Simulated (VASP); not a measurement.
# TePb (k07) (Fm-3m) in VASP: notebook

The runs below take TePb (k07) through single point, relaxation of cell and atoms, with PBE.

Everything below comes from runs of VASP 6.6.1. Logs are shortened: lines on timing, memory, paths and dates and some standing lists are left out, and cuts for length are marked.

**Experimental background.**

A printed reference work, monograph reports, for a bulk crystal of TePb at 4.2 K: band gap 0.19 eV (direct).

The runs below are set against these values where they give the same quantity.

## Step 1: Starting point

Symmetry: Fm-3m, No. 225, cubic system. Conventional cell: a = 6.569 Å, b = 6.569 Å, c = 6.569 Å, α = 90.00°, β = 90.00°, γ = 90.00°. Around Te (site symmetry m-3m) lie 6 Pb at 3.28 Å. Pb (site symmetry m-3m) has 6 Te at 3.28 Å as nearest neighbours.

## Step 2: Single point, PBE

Contents of INCAR:

```
PREC = Accurate ; ENCUT = 520
EDIFF = 1E-6 ; ISMEAR = 0
SIGMA = 0.02 ; LREAL = False
LASPH = True ; NELM = 100
ALGO = Normal ; ISIF = 2
LWAVE = False ; LCHARG = False
GGA = PE ; NBANDS = 17
```

Contents of KPOINTS:

```
Automatic mesh
0
Gamma
  10 10 10
```

Contents of POSCAR:

```
TePb
1.0
    0.0000000000      3.2846608552      3.2846608552
    3.2846608552      0.0000000000      3.2846608552
    3.2846608552      3.2846608552      0.0000000000
Te Pb
1 1
Direct
    0.5000000000      0.5000000000      0.5000000000
    0.0000000000      0.0000000000      0.0000000000
```

Potentials or basis: VASP PAW PBE potentials, release 64 (Te, Pb_d).

On the command line:

```sh
$ cat potpaw_PBE.64/Te/POTCAR potpaw_PBE.64/Pb_d/POTCAR > POTCAR
$ mpirun -np 1 vasp_std > vasp.out
```

OUTCAR:

```text
PREC = Accurate
   ENCUT = 520
   EDIFF = 1E-6
   ISMEAR = 0
   LREAL = False
   LASPH = True
   NELM = 100
   ISIF = 2
   GGA = PE

 ion  position               nearest neighbor table
   1  0.500  0.500  0.500-   2 3.28   2 3.28   2 3.28   2 3.28   2 3.28   2 3.28
   2  0.000  0.000  0.000-   1 3.28   1 3.28   1 3.28   1 3.28   1 3.28   1 3.28

  LATTYP: Found a face centered cubic cell.
 ALAT       =     6.5693217104

  Lattice vectors:

 A1 = (   0.0000000000,   3.2846608552,   3.2846608552)
 A2 = (   3.2846608552,   0.0000000000,   3.2846608552)
 A3 = (   3.2846608552,   3.2846608552,   0.0000000000)

Analysis of symmetry for initial positions (statically):
=====================================================================
 Subroutine PRICEL returns:
 Original cell was already a primitive cell.

 Routine SETGRP: Setting up the symmetry group for a
 face centered cubic supercell.

 Subroutine GETGRP returns: Found 48 space group operations
 (whereof 48 operations were pure point group operations)
 out of a pool of 48 trial point group operations.

The static configuration has the point symmetry O_h .

Analysis of symmetry for dynamics (positions and initial velocities):
=====================================================================
 Subroutine PRICEL returns:
 Original cell was already a primitive cell.

 Routine SETGRP: Setting up the symmetry group for a
 face centered cubic supercell.

 Subroutine GETGRP returns: Found 48 space group operations
 (whereof 48 operations were pure point group operations)
 out of a pool of 48 trial point group operations.

The dynamic configuration has the point symmetry O_h .

 Subroutine INISYM returns: Found 48 space group operations
 (whereof 48 operations are pure point group operations),
 and found     1 'primitive' translations

----------------------------------------------------------------------------------------

                                     Primitive cell

  volume of cell :      70.8764

  direct lattice vectors                    reciprocal lattice vectors
     0.000000000  3.284660855  3.284660855    -0.152222717  0.152222717  0.152222717
     3.284660855  0.000000000  3.284660855     0.152222717 -0.152222717  0.152222717
     3.284660855  3.284660855  0.000000000     0.152222717  0.152222717 -0.152222717

  length of vectors
     4.645211929  4.645211929  4.645211929     0.263657480  0.263657480  0.263657480

[... 79 lines left out ...]
   NELM   =    100;   NELMIN=  2; NELMDL= -5     # of ELM steps
   EDIFF  = 0.1E-05   stopping-criterion for ELM
   LREAL  =      F    real-space projection
   EDIFFG = 0.1E-04   stopping-criterion for IOM
   NSW    =      0    number of steps for IOM
   IBRION =     -1    ionic relax: 0-MD 1-quasi-New 2-CG
   NFREE  =      0    steps in history (QN), initial steepest desc. (CG)
   ISIF   =      2    stress and relaxation
   ISYM   =      2    0-nonsym 1-usesym 2-fastsym
   POTIM  = 0.5000    time-step for ionic-motion
   TEBEG  =    0.0;   TEEND  =   0.0 temperature during run
   PSTRESS=    0.0 pullay stress
   NELECT =      20.0000    total number of electrons
   NUPDOWN=      -1.0000    fix difference up-down
   EMIN   =  10.00;   EMAX   =-10.00  energy-range for DOS
   EFERMI =   0.00;   METHOD = LEGACY
   ISMEAR =     0;   SIGMA  =   0.02  broadening in eV -4-tet -1-fermi 0-gaus
   EFERMI_NEDOS =   21; number of points for ismear=-14 and -15
   IALGO  =     38    algorithm
   IMIX   =      4    mixing-type and parameters
     AMIX     =   0.40;   BMIX     =  1.00
     AMIX_MAG =   1.60;   BMIX_MAG =  1.00
  volume/ion in A,a.u.               =      35.44       239.15
  Fermi-wavevector in a.u.,A,eV,Ry     =   1.073786  2.029161 15.687732  1.153016
  Thomas-Fermi vector in A             =   2.209595
   LORBIT       =      0    0 simple, 1 ext, 2 COOP (PROOUT), +10 PAW based schemes
   GGA     = PE    functional components
   LHFCALC =     F    Hartree Fock is set to
   AEXX    =    0.0000 exact exchange contribution
   IVDW    =     0    specifies the selected vdW correction
   LEPSILON=     F    determine dielectric tensor
   LRPA    =     F    only Hartree local field effects (RPA)
 non-spin polarized calculation
 Gauss-broadening in eV      SIGMA  =   0.02
  energy-cutoff  :      520.00
  volume of cell :       70.88
 maximum number of plane-waves:      1924
   NGX = 17   NGY = 17   NGZ = 17

 number of electron      19.9999999 magnetization

 Free energy of the ion-electron system (eV)
  ---------------------------------------------------
  ext. energy  EPLUGINS =         0.00000000
  ---------------------------------------------------
  free energy    TOTEN  =        -7.52305207 eV

  energy without entropy =       -7.52305207  energy(sigma->0) =       -7.52305207

 E-fermi :   5.1308     XC(G=0):  -9.0794

 val. band max:        4.9945136350   @ k =   0.5000   0.0000   0.0000
 cond. band min:       5.8271746556   @ k =   0.5000   0.0000   0.0000
 fundamental gap:      0.8326610206
 Fermi energy:         5.1307937451

 k-point     1 :       0.0000    0.0000    0.0000
  band No.  band energies     occupation
      1     -11.6468      2.00000
      2     -11.6468      2.00000
      3     -11.6411      2.00000
      4     -11.6411      2.00000
      5     -11.6411      2.00000
      6      -6.6194      2.00000
[... 457 lines left out ...]
      4     -11.6254      2.00000
      5     -11.6245      2.00000
      6      -5.4777      2.00000
[... 9 lines left out ...]
     16      14.5943      0.00000
     17      15.1283      0.00000

 [... further k-points ...]

------------------------ aborting loop because EDIFF is reached ----------------------------------------

  FORCE on cell =-STRESS in cart. coord.  units (eV):
  Direction    XX          YY          ZZ          XY          YZ          ZX
  --------------------------------------------------------------------------------------
  -------------------------------------------------------------------------------------
  Total       -0.0247957     -0.0247957     -0.0247957     -0.0000000     -0.0000000     -0.0000000
  in kB       -0.5605135     -0.5605135     -0.5605135     -0.0000000     -0.0000000     -0.0000000
  external PRESSURE =      -0.5605135 kB  Pullay stress =       0.0000000 kB

 VOLUME and BASIS-vectors are now :
 -----------------------------------------------------------------------------
  energy-cutoff  :      520.00
  volume of cell :       70.88
      direct lattice vectors                 reciprocal lattice vectors
     0.000000000  3.284660855  3.284660855    -0.152222717  0.152222717  0.152222717
     3.284660855  0.000000000  3.284660855     0.152222717 -0.152222717  0.152222717
     3.284660855  3.284660855  0.000000000     0.152222717  0.152222717 -0.152222717

 POSITION                                       TOTAL-FORCE (eV/Angst)
 -----------------------------------------------------------------------------------
      3.28466      3.28466      3.28466         0.000000      0.000000      0.000000
      0.00000      0.00000      0.00000         0.000000      0.000000     -0.000000
 -----------------------------------------------------------------------------------
    total drift:                               -0.000000      0.000000      0.000000

  FREE ENERGIE OF THE ION-ELECTRON SYSTEM (eV)
  ---------------------------------------------------
  free  energy   TOTEN  =        -7.5230520673 eV

  energy  without entropy=       -7.5230520673  energy(sigma->0) =       -7.52305207
```

Run time: 27 s. Hardware: 1 thread of Intel Xeon Platinum 8488C (Sapphire Rapids), shared host; peak memory 0.23 GiB.

What came out:

```
Free energy            : -7.5231 eV
Pressure               : -0.1 GPa
Band gap on the k mesh : 0.83 eV, direct
```

Levels at points of the mesh, in eV from the valence-band top:
```tsv
k point	band 8	band 9	band 10	band 11	band 12	band 13
(0.00, 0.00, 0.00)	-1.16	-1.16	-1.16	4.03	4.03	4.03
(0.50, 0.00, 0.00)	-0.73	-0.73	0.00	0.83	1.40	1.40
(0.50, 0.50, 0.00)	-4.11	-2.51	-2.51	3.51	5.30	5.30
```

Caveat: spin-orbit coupling is left out, which as a rule narrows the gap of such compounds by several tenths of an eV.

## Step 3: Relaxation of cell and atoms, PBE

This run uses another cell than the first one, of 33.73 Å³/atom, 0.952 times its volume.

Contents of INCAR:

```
SYSTEM = TePb
ALGO = Fast ; EDIFF = 1E-6
EDIFFG = -0.002 ; ENCUT = 600
GGA = PE ; IBRION = 2
ISIF = 3 ; ISMEAR = 0
LASPH = .TRUE. ; LCHARG = .FALSE.
LREAL = .FALSE. ; LWAVE = .FALSE.
NELM = 100 ; NSW = 100
PREC = Accurate ; SIGMA = 0.02
```

Contents of KPOINTS:

```
k-points
0
G
  10 10 10
  0 0 0
```

Contents of POSCAR:

```
TePb
1.0
    0.0000000000      3.2310000000      3.2310000000
    3.2310000000      0.0000000000      3.2310000000
    3.2310000000      3.2310000000      0.0000000000
Te Pb
1 1
Direct
    0.5000000000      0.5000000000      0.5000000000
    0.0000000000      0.0000000000      0.0000000000
```

Potentials or basis: VASP PAW PBE potentials, release 64 (Te, Pb_d).

On the command line:

```sh
$ cat potpaw_PBE.64/Te/POTCAR potpaw_PBE.64/Pb_d/POTCAR > POTCAR
$ mpirun -np 1 vasp_std > vasp.out
```

Run time: 2.1 min. Hardware: 1 thread of Intel Xeon Platinum 8488C (Sapphire Rapids), shared host; peak memory 0.28 GiB.

The run converged. Its results:

```yaml
Free_energy: -7.5227 eV
Relaxed_volume: 35.41 Å³/atom
Relaxed_cell: a = 4.644 Å, b = 4.644 Å, c = 4.644 Å, α = 60.00°, β = 60.00°, γ = 60.00°
Space_group_after_relaxing_to_0.05_Å: Fm-3m (No. 225)
Energy_gained_by_relaxing: 10.6 meV/atom
Ionic_steps: 5
Pressure_after_relaxing: 0.0 GPa
Band_gap_on_the_k_mesh: 0.83 eV, direct
```

Step by step:
```
step  energy change (eV)  largest force (eV/Å)  pressure (GPa)  volume (Å³)
   1              0.0000                0.0000            2.09        67.46
   2             -0.0196                0.0000           -0.55        71.85
   3             -0.0213                0.0000            0.05        70.83
   4             -0.0213                0.0000           -0.04        70.92
   5             -0.0213                0.0000            0.00        70.83
```

Final structure:
```cif
data_structure
_symmetry_space_group_name_H-M 'P 1'
_symmetry_Int_Tables_number 1
_cell_length_a 4.6441
_cell_length_b 4.6441
_cell_length_c 4.6441
_cell_angle_alpha 60.000
_cell_angle_beta 60.000
_cell_angle_gamma 60.000
_cell_volume 70.83
loop_
_atom_site_label
_atom_site_type_symbol
_atom_site_fract_x
_atom_site_fract_y
_atom_site_fract_z
_atom_site_occupancy
Te1 Te 0.50000 0.50000 0.50000 1
Pb1 Pb 0.00000 0.00000 0.00000 1
```

Levels at points of the mesh, in eV from the valence-band top:
```tsv
k point	band 7	band 8	band 9	band 10	band 11	band 12	band 13	band 14
(0.00, 0.00, 0.00)	-5.71	-1.16	-1.16	-1.16	4.03	4.03	4.03	5.91
(0.50, 0.00, 0.00)	-8.34	-0.73	-0.73	0.00	0.83	1.39	1.39	8.34
(0.50, 0.50, 0.00)	-7.22	-4.12	-2.52	-2.52	3.51	5.31	5.31	6.44
```

Caveat: spin-orbit coupling is left out, which as a rule narrows the gap of such compounds by several tenths of an eV.

## Step 4: How close it comes

Step 2. Against the measured gap of TePb, 0.19 eV (direct; 4.2 K; a printed reference work, monograph), the calculated 0.83 eV is off by +0.64 eV. Spin-orbit coupling on Pb, Te is left out. The value is that of PBE on a finite k mesh, which can miss the band edges, without temperature or zero-point motion.
